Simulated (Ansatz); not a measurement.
AgCl in the rocksalt structure, relaxed with r2SCAN in the PAW code Ansatz. The symmetry is Fm-3m (No. 225, cubic); a = 5.546 Å in the conventional setting, 21.33 Å³ an atom. Around Ag lie 6 Cl at 2.77 Å; around Cl lie 6 Ag at 2.77 Å.

The axes x, y and z are those of this cell:
```xyz
2
Lattice="0.0000 2.7732 2.7732 2.7732 0.0000 2.7732 2.7732 2.7732 0.0000" Properties=species:S:1:pos:R:3 pbc="T T T"
Ag    0.0000    0.0000    0.0000
Cl    2.7732    2.7732    2.7732
```

Unstrained: With PBE the valence top lies at L and the conduction bottom at Γ, 0.912 eV higher; the smallest vertical gap, at Γ–K (0.10 of the way from Γ), is 3.005 eV. The r2SCAN gap is indirect, 1.475 eV (L to Γ), below the direct gap of 3.590 eV at Γ–K (0.10 of the way from Γ). With HSE06 the valence top lies at L and the conduction bottom at Γ, 2.411 eV higher; the smallest vertical gap, at Γ–K (0.10 of the way from Γ), is 4.544 eV. Meshes: PBE 8×8×8, r2SCAN 8×8×8, HSE06 6×6×6. Strains are changes of length per length, and xy shears are angles. After each strain the atoms were relaxed again with r2SCAN within the symmetry that the strain leaves, so tilts or polar shifts that break it weren't tested; points keep the names that they have in the unstrained zone. (Simulation; spin polarisation is off.)

Question: Apply xy shear, engineering strain (angle) +2.05 %. How far does the gap move, against the unstrained cell?

Answer: PBE: the gap goes from 0.912 to 0.892 eV (-0.020 eV). r2SCAN: the gap goes from 1.475 to 1.456 eV (-0.019 eV). HSE06: the gap goes from 2.411 to 2.390 eV (-0.021 eV). The r2SCAN energy rises by 0.2 meV an atom.

Question: Apply epitaxial +4.71 % in the plane normal to [111], free normal strain -7.75 %. How far does the gap move, against the unstrained cell?

Answer: PBE: the gap goes from 0.912 to 0.808 eV (-0.104 eV). r2SCAN: the gap goes from 1.475 to 1.370 eV (-0.105 eV). HSE06: the gap goes from 2.411 to 2.306 eV (-0.105 eV). The r2SCAN energy rises by 8.6 meV an atom.

Question: Apply uniaxial -4.82 % along [111], other directions held. How far does the gap move, against the unstrained cell?

Answer: PBE: the gap goes from 0.912 to 0.861 eV (-0.051 eV). r2SCAN: the gap goes from 1.475 to 1.435 eV (-0.040 eV). HSE06: the gap goes from 2.411 to 2.352 eV (-0.059 eV). The r2SCAN energy rises by 9.2 meV an atom.

Spin-orbit coupling is left out.

The meshes of the hybrids are coarse, so their gaps aren't converged to the digits shown.
